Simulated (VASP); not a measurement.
Sb: single point with PBE

Sb:

```
Sb
1.0
     3.02967    0.00000    0.00000
     0.00000    3.01402    0.00000
    -0.07527    0.00000    6.02860
Sb
2
Direct
  0.45575 0.00000 0.25042
  0.54425 0.00000 0.74958
```

The cell isn't the ideal one: Bi replaced by Sb, lengths x 0.964, strained and moved within the space group.

- Program: VASP 6.6.1
- Task: single point
- Functional: PBE
- Potentials or basis: VASP PAW PBE potentials, release 64 (Sb)
- Cutoff: 520 eV
- k mesh: 14 × 14 × 8
- Occupations: gaussian, width 0.1 eV
- Spin: no spin polarisation
- Dipole correction: no
- Further INCAR settings: ALGO = Fast; EDIFF = 1e-07; NBANDS = 12

```yaml
Pressure: 5.8 GPa
Largest_force: 0.056 eV/Å
Band_gap_on_the_k_mesh: none (metal or under the smearing width)
```

Forces on the atoms (eV/Å):
```
Sb   0.054  0.000 -0.014
Sb  -0.054  0.000  0.014
```

Stress tensor (GPa, compression positive):
```
5.62 0.00 0.12
0.00 6.20 0.00
0.12 0.00 5.61
```

Levels at points of the mesh, in eV from the Fermi level:
```
           k point  band 3  band 4  band 5  band 6  band 7  band 8
(0.00, 0.00, 0.00)   -6.12    3.48    3.53    3.56    5.31    5.85
(0.50, 0.00, 0.00)   -6.01   -3.94   -3.79    1.65    5.84    6.02
(0.00, 0.50, 0.00)   -6.13   -3.88   -3.85    1.91    5.79    5.84
(0.50, 0.50, 0.00)   -3.89   -3.57   -1.84   -1.79   -1.63    1.95
(0.00, 0.00, 0.50)   -2.17   -2.13    4.27    4.37    4.47    4.50
(0.50, 0.00, 0.50)   -5.29   -5.26    0.24    0.35    5.07    5.13
(0.00, 0.50, 0.50)   -5.25   -5.23    0.31    0.35    5.12    5.13
(0.50, 0.50, 0.50)   -3.07   -3.03   -3.03   -3.01    2.74    2.78
```

Run time: 92 s on 1 thread of Intel(R) Xeon(R) Platinum 8488C (Sapphire Rapids), with other jobs on the host, peak memory 0.37 GiB.

Spin-orbit coupling is left out, which matters for the levels of Sb.
